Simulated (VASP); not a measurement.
# BaO: relaxation of the atoms, by relaxation method

BaO, slab, 8 atoms in the cell. PBE, relaxation of the atoms; PAW potentials O, Ba_sv (PBE set).

| Relaxation method | Ionic steps | Electronic steps | Largest force left (eV/Å) | Energy gained (eV/atom) | Time (s) |
|---|---|---|---|---|---|
| conjugate gradient, POTIM 0.5 | 19 | 236 | 0.0106 | -0.0230 | 560 |
| quasi-Newton, POTIM 0.5 | 13 | 194 | 0.0171 | -0.0230 | 457 |
| damped dynamics, POTIM 0.2, SMASS 0.4 | 35 | 333 | 0.0198 | -0.0229 | 805 |

## Input of the first row

INCAR:
```
  PREC = Normal
  ENCUT = 500
  EDIFF = 1E-6
  ISMEAR = 1
  SIGMA = 0.1
  LREAL = False
  LASPH = True
  NELM = 100
  ALGO = Normal
  LWAVE = False
  LCHARG = False
  IBRION = 2
  NSW = 150
  ISIF = 2
  EDIFFG = -0.02
  POTIM = 0.5
  KPAR = 8
```

KPOINTS:
```
k-points
0
Gamma
  7 7 1
```

POSCAR:
```
BaO
1.0
    3.8890872965      0.0000000000      0.0000000000
   -1.9445436483      3.3680483963      0.0000000000
    0.0000000000      0.0000000000     26.1139926819
O Ba
4 4
Selective dynamics
Direct
    0.3333330000      0.6666670000      0.2872020000  F F F
    0.0000000000      0.0000000000      0.4088010000  F F F
    0.6630780000      0.3452870000      0.5313670000  T T T
    0.3388650000      0.6672510000      0.6534490000  T T T
    0.6666670000      0.3333330000      0.3480020000  F F F
    0.3333330000      0.6666670000      0.4696000000  F F F
   -0.0165750000     -0.0052910000      0.5912210000  T T T
    0.6750670000      0.3599530000      0.7154690000  T T T
```

Commands:
```
cat potpaw_PBE.64/O/POTCAR potpaw_PBE.64/Ba_sv/POTCAR > POTCAR
mpirun -np 8 vasp_std > vasp.out
```

Changes of the last row against the first:
```
- IBRION = 2
- POTIM = 0.5
+ IBRION = 3
+ POTIM = 0.2
+ SMASS = 0.4
```

VASP 6.6.1 took 560 s on 8 cores (AMD EPYC 9R45 (Zen 5)), a shared host.
